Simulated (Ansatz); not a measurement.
# Boron, diamond under revPBE: structure, energy and stiffness

What does revPBE give for boron in the diamond structure? We relax it, solve it on a dense k-mesh, then scale the cell to 7 volumes from 88 to 112 % of the relaxed one and try a fit of the equation of state. Spin polarisation is left out. The k-meshes are 13×13×13 for the relaxation; 22×22×22 for the dense run; 15×15×15 for the volumes.

Computed with Ansatz 0.2.0 (DFT revPBE, plane waves (420 eV) with PAW, scalar-relativistic; PAW files made under PBE, frozen cores solved again for the functional, unless a step says otherwise).

### Step 1. The structure to begin with

It takes space group Fd-3m (No. 227, cubic). Conventional cell: a = 4.137 Å, b = 4.137 Å, c = 4.137 Å, α = 90.00°, β = 90.00°, γ = 90.00°. Around B (site symmetry -43m) lie 4 B at 1.79 Å.

Structure file:

```xyz
2
Lattice="0.0000 2.0683 2.0683 2.0683 0.0000 2.0683 2.0683 2.0683 0.0000" Properties=species:S:1:pos:R:3 pbc="T T T"
B     0.5171    0.5171    0.5171
B     3.6195    3.6195    3.6195
```

### Step 2. Geometry optimisation

The input, input.yaml:

```yaml
crystal:
  lattice:
    - [0.0, 2.0683080914, 2.0683080914]
    - [2.0683080914, 0.0, 2.0683080914]
    - [2.0683080914, 2.0683080914, 0.0]
  atoms:
    - { symbol: B, position: [0.125, 0.125, 0.125] }
    - { symbol: B, position: [0.875, 0.875, 0.875] }
hamiltonian:
  xc: revpbe
  pseudopotentials:
    kind: paw
    azcp:
      B: "pseudopotentials/B.paw.azcp"
basis:
  ecutwfc: 420
  fft_grid_basis: typed
kpoints:
  mp_grid: { grid: [13, 13, 13], shift: [0, 0, 0] }
magnetization:
  spin_polarized: false
scf:
  occupations: { method: fermi_dirac, width: 0.1 }
relax:
  max_steps: 60
  f_tol: 0.01
  cell: {}
```

What it wrote:

```text
Warning: RAYON_NUM_THREADS=2 ignored (pool sized by the plan → 2); use --threads N
Engine: ansatz 0.2.0, aarch64-unknown-linux-gnu
Pseudopotentials: kind: paw
Pseudopotential: B, paw, valence charge 3, recommended cutoff 420 eV (normal), <dir>
Functional definition: revPBE
  parameter kappa = 1.245
  parameter beta = 0.06672455060314922
  exchange = pbe_x(kappa = kappa, mu = beta*pi^2/3)
  correlation = pbe_c(beta = beta)
Crystal: 2 atoms, lattice volume = 17.696 Å³
Basis set: ecut = 420 eV, 331 PW (Γ), exchange–correlation on 40×40×40 points (8 copies of the dense FFT grid, shifted against one another)
Bands: 7, of which v1, the nominal top of the filled ones, is band 3 counted from 1 (2 counted from 0)
Symmetry: 48 space group operations
Space group: Fd-3m (ITA 227), of the structure as read, at distance tolerance 2.6e-5 Å
k-points: 84 of 2197
Non-local potential: B, projectors of the file, l = 0: 2, l = 1: 2, l = 2: 1
PAW form: soft (Blöchl's): semilocal exchange-correlation on the pseudo side does not see the compensation charge
PAW frozen core: B, regenerated for the run's functional, and the local potential with it (the file was generated under x = pbe(κ = 0.804, μ = 0.2195149727645171), c = pbe(β = 0.06672455060314922))
PAW one-centre angular grid: B, 110 points (default); XC on 64 Gauss nodes
Initial density: superposition of atomic densities (neutral atoms: chi_scale 0, normalization atom), corrected by the library's trained network
Initial wavefunctions: pseudopotential atomic-orbital guess
Functional: x = revpbe(κ = 1.245, μ = 0.2195149727645171), c = pbe(β = 0.06672455060314922)
SCF iter   1: F=—  HF=-311.562254 eV  |F-HF|=—  |Δ(HF+E_count)|=         —  Δρ=1.90e-3  dr2=1.78e-4  ethr=1.77e-3  ⟨swp⟩=4.6  Hψ=3998  notcnv=0
preconditioner: auto → none  [metal: Δε(μ)=0.070 eV  Ē_g=13.063 eV  σ=0.100 eV  W_gap=0.17  n_scr=0 (ndim 8)  ℏωp=21.6 eV  f_vac=0.000  D(μ)=0.77/eV (n_scr^D=8)]
SCF iter   2: F=—  HF=-311.562113 eV  |F-HF|=—  |Δ(HF+E_count)|=   1.41e-4  Δρ=9.70e-4  dr2=4.54e-5  ethr=2.97e-6  ⟨swp⟩=2.5  Hψ=1490  notcnv=0
SCF iter   3: F=—  HF=-311.562165 eV  |F-HF|=—  |Δ(HF+E_count)|=   5.18e-5  Δρ=5.07e-5  dr2=2.31e-7  ethr=7.57e-7  ⟨swp⟩=2.6  Hψ=833  notcnv=0
iter 4 did not close the SCF: its close was put off for the readings that it lacked (scf_convergence_deferred on its scf_iter line)
SCF iter   4: F=-311.562165 eV  HF=-311.562165 eV  |F-HF|=3.24e-8  |Δ(HF+E_count)|=   2.49e-7  Δρ=1.61e-5  dr2=2.03e-8  ethr=3.85e-9  ⟨swp⟩=2.6  Hψ=846  notcnv=0
iter 5 did not close the SCF: its close was put off for the readings that it lacked (scf_convergence_deferred on its scf_iter line)
SCF iter   5: F=-311.562165 eV  HF=-311.562165 eV  |F-HF|=2.08e-10  |Δ(HF+E_count)|=   3.72e-8  Δρ=3.11e-6  dr2=1.10e-9  ethr=3.38e-10  ⟨swp⟩=2.0  Hψ=823  notcnv=0
SCF iter   6: F=-311.562165 eV  HF=-311.562165 eV  |F-HF|=2.05e-12  |Δ(HF+E_count)|=  1.58e-10  Δρ=4.87e-7  dr2=2.33e-11  ethr=1.84e-11  ⟨swp⟩=1.0  Hψ=1422  notcnv=0
SCF 1 converged in 6 iterations: F = -311.562165 eV  dr2 = 2.33e-11
relax step   1: F+E_penalty+E_count = -311.56216508 eV  Δ(F+E_penalty+E_count) = +0.000e0 eV  max|allowed force component| = 1.793e-17 eV/Å  Δτ_max = 0.0000 Å  P = -7.459 GPa  Ω = 17.696 Å³  (6 SCF iters, dr2 threshold 1.00e-7 eV, accepted)
Crystal: 2 atoms, lattice volume = 17.188 Å³
Initial density: handed on by an earlier stage of this run
Initial wavefunctions: those handed on with the density
iter 1 solved again at ethr=2.29e-5 eV; its pass at ethr=3.10e-3 eV (dr2=1.37e-3 eV) is discarded
SCF iter   1: F=—  HF=-311.580006 eV  |F-HF|=—  |Δ(HF+E_count)|=         —  Δρ=2.66e-3  dr2=1.38e-3  ethr=2.29e-5  ⟨swp⟩=1.0  Hψ=5024  notcnv=0
preconditioner: auto → none  [metal: Δε(μ)=0.050 eV  Ē_g=13.311 eV  σ=0.100 eV  W_gap=0.12  n_scr=0 (ndim 8)  ℏωp=21.9 eV  f_vac=0.000  D(μ)=0.77/eV (n_scr^D=8)]
SCF iter   2: F=—  HF=-311.579681 eV  |F-HF|=—  |Δ(HF+E_count)|=   3.25e-4  Δρ=1.08e-3  dr2=2.26e-4  ethr=2.29e-5  ⟨swp⟩=1.0  Hψ=588  notcnv=0
SCF iter   3: F=—  HF=-311.579639 eV  |F-HF|=—  |Δ(HF+E_count)|=   4.24e-5  Δρ=8.57e-5  dr2=5.74e-7  ethr=3.77e-6  ⟨swp⟩=2.0  Hψ=829  notcnv=0
SCF iter   4: F=—  HF=-311.579633 eV  |F-HF|=—  |Δ(HF+E_count)|=   5.85e-6  Δρ=2.95e-6  dr2=4.29e-10  ethr=3.33e-9  ⟨swp⟩=4.0  Hψ=1584  notcnv=0
SCF iter   5: F=-311.579633 eV  HF=-311.579633 eV  |F-HF|=7.76e-11  |Δ(HF+E_count)|=  9.40e-10  Δρ=5.29e-7  dr2=1.48e-11  ethr=7.15e-12  ⟨swp⟩=1.0  Hψ=1693  notcnv=0
SCF 2 converged in 5 iterations: F = -311.579633 eV  dr2 = 1.48e-11
relax step   2: F+E_penalty+E_count = -311.57963269 eV  Δ(F+E_penalty+E_count) = -1.747e-2 eV  max|allowed force component| = 1.203e-16 eV/Å  Δτ_max = 0.0000 Å  P = -2.971 GPa  Ω = 17.188 Å³  energy of the carried Pulay correction = +7.749e-4 eV  (5 SCF iters, dr2 threshold 2.00e-7 eV, accepted)
Crystal: 2 atoms, lattice volume = 16.868 Å³
iter 1 solved again at ethr=9.89e-6 eV; its pass at ethr=3.10e-3 eV (dr2=5.93e-4 eV) is discarded
SCF iter   1: F=—  HF=-311.583124 eV  |F-HF|=—  |Δ(HF+E_count)|=         —  Δρ=1.78e-3  dr2=5.97e-4  ethr=9.89e-6  ⟨swp⟩=1.0  Hψ=4892  notcnv=0
preconditioner: auto → none  [metal: Δε(μ)=0.035 eV  Ē_g=13.475 eV  σ=0.100 eV  W_gap=0.09  n_scr=0 (ndim 8)  ℏωp=22.1 eV  f_vac=0.000  D(μ)=0.77/eV (n_scr^D=8)]
SCF iter   2: F=—  HF=-311.582986 eV  |F-HF|=—  |Δ(HF+E_count)|=   1.38e-4  Δρ=7.26e-4  dr2=9.83e-5  ethr=9.89e-6  ⟨swp⟩=1.0  Hψ=588  notcnv=0
SCF iter   3: F=—  HF=-311.582962 eV  |F-HF|=—  |Δ(HF+E_count)|=   2.42e-5  Δρ=5.75e-5  dr2=2.49e-7  ethr=1.64e-6  ⟨swp⟩=2.0  Hψ=829  notcnv=0
SCF iter   4: F=-311.582962 eV  HF=-311.582962 eV  |F-HF|=4.10e-10  |Δ(HF+E_count)|=   3.47e-7  Δρ=1.92e-6  dr2=1.73e-10  ethr=3.33e-9  ⟨swp⟩=4.0  Hψ=1576  notcnv=0
SCF 3 converged in 4 iterations: F = -311.582962 eV  dr2 = 1.73e-10
relax step   3: F+E_penalty+E_count = -311.58296228 eV  Δ(F+E_penalty+E_count) = -3.330e-3 eV  max|allowed force component| = 1.295e-16 eV/Å  Δτ_max = 0.0000 Å  P = +0.187 GPa  Ω = 16.868 Å³  energy of the carried Pulay correction = +1.276e-3 eV  (4 SCF iters, dr2 threshold 2.00e-7 eV, accepted)
Crystal: 2 atoms, lattice volume = 16.886 Å³
iter 1 solved again at ethr=3.54e-8 eV; its pass at ethr=3.10e-3 eV (dr2=2.12e-6 eV) is discarded
SCF iter   1: F=—  HF=-311.582950 eV  |F-HF|=—  |Δ(HF+E_count)|=         —  Δρ=1.06e-4  dr2=2.13e-6  ethr=3.54e-8  ⟨swp⟩=1.0  Hψ=4702  notcnv=0
preconditioner: auto → none  [metal: Δε(μ)=0.036 eV  Ē_g=13.467 eV  σ=0.100 eV  W_gap=0.09  n_scr=0 (ndim 8)  ℏωp=22.1 eV  f_vac=0.000  D(μ)=0.77/eV (n_scr^D=8)]
SCF iter   2: F=—  HF=-311.582944 eV  |F-HF|=—  |Δ(HF+E_count)|=   6.83e-6  Δρ=4.37e-5  dr2=3.54e-7  ethr=3.54e-8  ⟨swp⟩=1.0  Hψ=588  notcnv=0
SCF iter   3: F=-311.582944 eV  HF=-311.582944 eV  |F-HF|=1.02e-9  |Δ(HF+E_count)|=   6.30e-8  Δρ=3.45e-6  dr2=8.83e-10  ethr=1.46e-9  ⟨swp⟩=4.0  Hψ=1575  notcnv=0
SCF 4 converged in 3 iterations: F = -311.582944 eV  dr2 = 8.83e-10
relax step   4: F+E_penalty+E_count = -311.58294351 eV  Δ(F+E_penalty+E_count) = +1.877e-5 eV  max|allowed force component| = 4.626e-17 eV/Å  Δτ_max = 0.0000 Å  P = -0.004 GPa  Ω = 16.886 Å³  energy of the carried Pulay correction = +1.246e-3 eV  (3 SCF iters, dr2 threshold 8.78e-8 eV, accepted)
Initial wavefunctions: pseudopotential atomic-orbital guess (no wavefunctions were taken with the density)
iter 1 solved again at ethr=1.93e-8 eV; its pass at ethr=3.10e-3 eV (dr2=1.16e-6 eV) is discarded
SCF iter   1: F=—  HF=-311.581899 eV  |F-HF|=—  |Δ(HF+E_count)|=         —  Δρ=1.12e-4  dr2=2.08e-7  ethr=1.93e-8  ⟨swp⟩=3.2  Hψ=5873  notcnv=0
SCF iter   2: F=—  HF=-311.581894 eV  |F-HF|=—  |Δ(HF+E_count)|=   4.80e-6  Δρ=5.76e-5  dr2=5.40e-8  ethr=3.46e-9  ⟨swp⟩=2.0  Hψ=829  notcnv=0
SCF iter   3: F=—  HF=-311.581895 eV  |F-HF|=—  |Δ(HF+E_count)|=   5.79e-7  Δρ=1.14e-6  dr2=3.67e-11  ethr=9.01e-10  ⟨swp⟩=2.0  Hψ=829  notcnv=0
SCF iter   4: F=-311.581895 eV  HF=-311.581895 eV  |F-HF|=2.10e-12  |Δ(HF+E_count)|=  2.30e-10  Δρ=1.15e-7  dr2=3.56e-13  ethr=1.00e-12  ⟨swp⟩=5.0  Hψ=1851  notcnv=0
SCF 5 converged in 4 iterations: F = -311.581895 eV  dr2 = 3.56e-13
relax step   5: F+E_penalty+E_count = -311.58189481 eV  Δ(F+E_penalty+E_count) = +1.049e-3 eV  max|allowed force component| = 9.252e-17 eV/Å  Δτ_max = 0.0000 Å  P = -0.077 GPa  Ω = 16.886 Å³  stress off target by 7.67e-2 GPa  SCF on the basis re-selected at this cell (its energy is not comparable with the rows above)  (4 SCF iters)
basis re-selected at this cell: Δ(F+E_penalty+E_count) = +1.049e-3 eV, ΔP = -0.072 GPa vs the last step (what re-selecting the basis moved, of the pressure what is left beyond the Pulay correction that the steps carried, after the strain that the cell walked since its last selection, with what the two solves' SCF thresholds leave and, on support functions, any second-order correction that the steps lacked; it is no measure of the basis error at this ecutwfc). This SCF's stress stands 7.67e-2 GPa from its target on what of the cell is left free (relax.cell.stress_tol is 5.00e-2 GPa) and its largest allowed force component is 9.25e-17 eV/Å (relax.f_tol is 1.00e-2 eV/Å): not within both, so this SCF does not close the relaxation
Crystal: 2 atoms, lattice volume = 16.879 Å³
iter 1 solved again at ethr=5.59e-9 eV; its pass at ethr=3.10e-3 eV (dr2=3.35e-7 eV) is discarded
SCF iter   1: F=—  HF=-311.581915 eV  |F-HF|=—  |Δ(HF+E_count)|=         —  Δρ=4.21e-5  dr2=3.37e-7  ethr=5.59e-9  ⟨swp⟩=1.0  Hψ=4662  notcnv=0
preconditioner: auto → none  [metal: Δε(μ)=0.036 eV  Ē_g=13.471 eV  σ=0.100 eV  W_gap=0.09  n_scr=0 (ndim 8)  ℏωp=22.1 eV  f_vac=0.000  D(μ)=0.77/eV (n_scr^D=8)]
SCF iter   2: F=—  HF=-311.581909 eV  |F-HF|=—  |Δ(HF+E_count)|=   6.46e-6  Δρ=1.73e-5  dr2=5.64e-8  ethr=5.59e-9  ⟨swp⟩=1.0  Hψ=588  notcnv=0
SCF iter   3: F=-311.581909 eV  HF=-311.581909 eV  |F-HF|=1.66e-10  |Δ(HF+E_count)|=   9.97e-9  Δρ=1.38e-6  dr2=1.38e-10  ethr=2.45e-10  ⟨swp⟩=4.0  Hψ=1575  notcnv=0
SCF 6 converged in 3 iterations: F = -311.581909 eV  dr2 = 1.38e-10
relax step   6: F+E_penalty+E_count = -311.58190898 eV  Δ(F+E_penalty+E_count) = -1.416e-5 eV  max|allowed force component| = 1.156e-16 eV/Å  Δτ_max = 0.0000 Å  P = -0.000 GPa  Ω = 16.879 Å³  energy of the carried Pulay correction = +1.236e-5 eV  (3 SCF iters, dr2 threshold 1.47e-8 eV, accepted)
iter 1 solved again at ethr=1.65e-8 eV; its pass at ethr=3.10e-3 eV (dr2=9.90e-7 eV) is discarded
SCF iter   1: F=—  HF=-311.581915 eV  |F-HF|=—  |Δ(HF+E_count)|=         —  Δρ=1.44e-6  dr2=1.50e-10  ethr=1.65e-8  ⟨swp⟩=3.2  Hψ=5868  notcnv=0
SCF iter   2: F=—  HF=-311.581909 eV  |F-HF|=—  |Δ(HF+E_count)|=   6.39e-6  Δρ=6.97e-7  dr2=3.89e-11  ethr=2.49e-12  ⟨swp⟩=2.0  Hψ=842  notcnv=0
SCF iter   3: F=-311.581909 eV  HF=-311.581909 eV  |F-HF|=3.98e-13  |Δ(HF+E_count)|=  5.97e-11  Δρ=1.06e-7  dr2=9.31e-13  ethr=1.00e-12  ⟨swp⟩=4.9  Hψ=1822  notcnv=0
SCF 7 converged in 3 iterations: F = -311.581909 eV  dr2 = 9.31e-13
relax step   7: F+E_penalty+E_count = -311.58190898 eV  Δ(F+E_penalty+E_count) = -2.046e-11 eV  max|allowed force component| = 1.388e-17 eV/Å  Δτ_max = 0.0000 Å  P = -0.001 GPa  Ω = 16.879 Å³  stress off target by 8.87e-4 GPa  SCF on the basis re-selected at this cell (its energy is not comparable with the rows above)  (3 SCF iters)
basis re-selected at this cell: Δ(F+E_penalty+E_count) = -2.046e-11 eV, ΔP = -0.001 GPa vs the last step (what re-selecting the basis moved, of the pressure what is left beyond the Pulay correction that the steps carried, after the strain that the cell walked since its last selection, with what the two solves' SCF thresholds leave and, on support functions, any second-order correction that the steps lacked; it is no measure of the basis error at this ecutwfc). This SCF's stress stands 8.87e-4 GPa from its target on what of the cell is left free (relax.cell.stress_tol is 5.00e-2 GPa) and its largest allowed force component is 1.39e-17 eV/Å (relax.f_tol is 1.00e-2 eV/Å): within both
SCF converged after 3 iterations
Free energy (F): -311.581909 eV
Harris-Foulkes:  -311.581909 eV  (|F-HF|=3.98e-13)
Internal energy: -311.556014 eV  (E = F + TS)
E sigma→0 (E₀):  -311.568962 eV
Entropy (-TS):   -0.025895 eV (-12.947 meV/atom)
Fermi energy:    6.445239 eV
--- Per-component energies (eV) ---
  E_band       = 10.639426
  E_kinetic    = 90.388463
  E_local      = -43.021210  (includes V_loc(G=0)·N_el)
  E_nonlocal   = 25.155368
  E_hartree    = 8.177731
  E_xc         = -62.079448
  E_vxc        = -73.349231  (∫ρ·V_xc dr)
  E_paw        = -158.714088  (= ΣΔE_a)
  E_vpaw       = -4.889426  (= ΣTr[D̂ρ^β])
  E_aug_tail   = -0.000003  (compensation charges beyond the density's cutoff)
  E_ewald      = -171.445017
  E_core_change = -0.017811  (= ΣΔE_core)
  E_smearing   = -0.025895  (= −TS)
  E_closure    = -0.000000  (closes the sum)
  Σ components = -311.581909   (vs F -311.581909, Δ=0.00e0)
--- Forces (eV/Å), atoms counted from 1 ---
  atom   1  B     -0.00000000     0.00000000    -0.00000000
  atom   2  B     -0.00000000     0.00000000     0.00000000
  max |Σ_I F_I| component: 4.86e-17 eV/Å
--- Stress (GPa, compression-positive) ---
       -0.000887       0.000000       0.000000
        0.000000      -0.000887       0.000000
        0.000000       0.000000      -0.000887
  P = ⅓ Tr σ = -0.0009 GPa (-0.009 kbar)
--- Relaxed structure (5 steps of the walk, 5 accepted, 2 SCFs on fresh bases) ---
  F+E_penalty+E_count = -311.58190898 eV   max|allowed force component| = 1.388e-17 eV/Å   (the final SCF, on the basis selected at the relaxed cell)
  cell:  # Å, volume = 16.8788 Å³
    - [-6.878752244409047e-34, 2.0359642158137494, 2.0359642158137494]
    - [2.0359642158137494, -5.35014063454037e-34, 2.0359642158137494]
    - [2.0359642158137494, 2.0359642158137494, 1.0190744065791177e-34]
  atoms:
    - { symbol: B, position: [0.125, 0.125, 0.125] }
    - { symbol: B, position: [0.875, 0.875, 0.875] }
```

Wall time 2.4 s (2 threads of Arm Neoverse V1, shared host); peak memory 0.26 GiB.

Step by step:

| step | energy change (meV/atom) | largest force (eV/Å) | pressure (GPa) | volume (Å³/atom) |
| --- | --- | --- | --- | --- |
| 1 | 0.00 | 0.0000 | -7.46 | 8.848 |
| 2 | -8.73 | 0.0000 | -2.97 | 8.594 |
| 3 | -10.40 | 0.0000 | 0.19 | 8.434 |
| 4 | -10.39 | 0.0000 | 0.00 | 8.443 |
| 5 | -9.86 | 0.0000 | -0.08 | 8.443 |
| 6 | -9.87 | 0.0000 | 0.00 | 8.439 |
| 7 | -9.87 | 0.0000 | 0.00 | 8.439 |

Steps that repeat a cell are solved on a basis chosen anew, so their changes of energy are no gain of the relaxation.

Changes in the cell that was computed:

|  | before | after | change |
| --- | --- | --- | --- |
| a (Å) | 2.925 | 2.879 | -1.6 % |
| b (Å) | 2.925 | 2.879 | -1.6 % |
| c (Å) | 2.925 | 2.879 | -1.6 % |
| volume (Å³/atom) | 8.848 | 8.439 | -4.6 % |
| shortest distance (Å) | 1.791 | 1.763 | -1.6 % |
| space group (spins left aside) | Fd-3m | Fd-3m | same |

### Step 3. Single point on a dense mesh

The input, input.yaml:

```yaml
crystal:
  lattice:
    - [0.0, 2.0359642158, 2.0359642158]
    - [2.0359642158, 0.0, 2.0359642158]
    - [2.0359642158, 2.0359642158, 0.0]
  atoms:
    - { symbol: B, position: [0.125, 0.125, 0.125] }
    - { symbol: B, position: [0.875, 0.875, 0.875] }
hamiltonian:
  xc: revpbe
  pseudopotentials:
    kind: paw
    azcp:
      B: "pseudopotentials/B.paw.azcp"
basis:
  ecutwfc: 420
  fft_grid_basis: typed
kpoints:
  mp_grid: { grid: [22, 22, 22], shift: [0, 0, 0] }
magnetization:
  spin_polarized: false
scf:
  occupations: { method: fermi_dirac, width: 0.1 }
```

What it wrote (excerpt; [...] marks lines left out):

```text
Warning: RAYON_NUM_THREADS=2 ignored (pool sized by the plan → 2); use --threads N
[...]
[... 3 set-up lines as earlier in the session ...]
[...]
Crystal: 2 atoms, lattice volume = 16.879 Å³
Basis set: ecut = 420 eV, 331 PW (Γ)
Bands: 7, of which v1, the nominal top of the filled ones, is band 3 counted from 1 (2 counted from 0)
[... 2 set-up lines as earlier in the session ...]
k-points: 328 of 10648
[...]
SCF iter   1: F=—  HF=-311.578806 eV  |F-HF|=—  |Δ(HF+E_count)|=         —  Δρ=1.90e-3  dr2=1.83e-4  ethr=1.77e-3  ⟨swp⟩=4.7  Hψ=15664  notcnv=0
[...]
SCF iter   6: F=-311.578726 eV  HF=-311.578726 eV  |F-HF|=5.68e-13  |Δ(HF+E_count)|=  1.86e-11  Δρ=7.28e-8  dr2=3.89e-13  ethr=1.00e-12  ⟨swp⟩=1.0  Hψ=6155  notcnv=0
[...]
SCF converged after 6 iterations
Free energy (F): -311.578726 eV
[...]
E sigma→0 (E₀):  -311.564389 eV
Entropy (-TS):   -0.028674 eV (-14.337 meV/atom)
Fermi energy:    6.444784 eV
[...]
```

Wall time 1.3 s (2 threads of Arm Neoverse V1, shared host); peak memory 0.29 GiB.

### Step 4. At 88 % of the relaxed volume

The input, input.yaml:

```yaml
crystal:
  lattice:
    - [0.0, 1.9510318744, 1.9510318744]
    - [1.9510318744, 0.0, 1.9510318744]
    - [1.9510318744, 1.9510318744, 0.0]
  atoms:
    - { symbol: B, position: [0.125, 0.125, 0.125] }
    - { symbol: B, position: [0.875, 0.875, 0.875] }
hamiltonian:
  xc: revpbe
  pseudopotentials:
    kind: paw
    azcp:
      B: "pseudopotentials/B.paw.azcp"
basis:
  ecutwfc: 420
  fft_grid_basis: typed
kpoints:
  mp_grid: { grid: [15, 15, 15], shift: [0, 0, 0] }
magnetization:
  spin_polarized: false
scf:
  occupations: { method: fermi_dirac, width: 0.1 }
  lower_state_search: "off"
output:
  stress: true
```

What it wrote (excerpt; [...] marks lines left out):

```text
Warning: RAYON_NUM_THREADS=2 ignored (pool sized by the plan → 2); use --threads N
[...]
[... 3 set-up lines as earlier in the session ...]
[...]
Crystal: 2 atoms, lattice volume = 14.853 Å³
Basis set: ecut = 420 eV, 283 PW (Γ)
Bands: 7, of which v1, the nominal top of the filled ones, is band 3 counted from 1 (2 counted from 0)
[... 1 set-up line as earlier in the session ...]
Space group: Fd-3m (ITA 227), of the structure as read, at distance tolerance 2.5e-5 Å
k-points: 120 of 3375
[...]
SCF iter   1: F=—  HF=-311.421413 eV  |F-HF|=—  |Δ(HF+E_count)|=         —  Δρ=2.54e-3  dr2=5.42e-4  ethr=1.77e-3  ⟨swp⟩=4.6  Hψ=5690  notcnv=0
[...]
SCF iter   6: F=-311.421235 eV  HF=-311.421235 eV  |F-HF|=1.14e-13  |Δ(HF+E_count)|=  2.76e-11  Δρ=1.78e-8  dr2=2.53e-14  ethr=1.00e-12  ⟨swp⟩=1.0  Hψ=2348  notcnv=0
[...]
SCF converged after 6 iterations
Free energy (F): -311.421235 eV
[...]
E sigma→0 (E₀):  -311.408013 eV
Entropy (-TS):   -0.026443 eV (-13.222 meV/atom)
Fermi energy:    7.825177 eV
[...]
--- Stress (GPa, compression-positive) ---
       27.356929      -0.000000      -0.000000
       -0.000000      27.356929      -0.000000
       -0.000000      -0.000000      27.356929
  P = ⅓ Tr σ = 27.3569 GPa (273.569 kbar)
```

Wall time 0.6 s (2 threads of Arm Neoverse V1, shared host); peak memory 0.25 GiB.

(Part 1 of 2 ends here.)
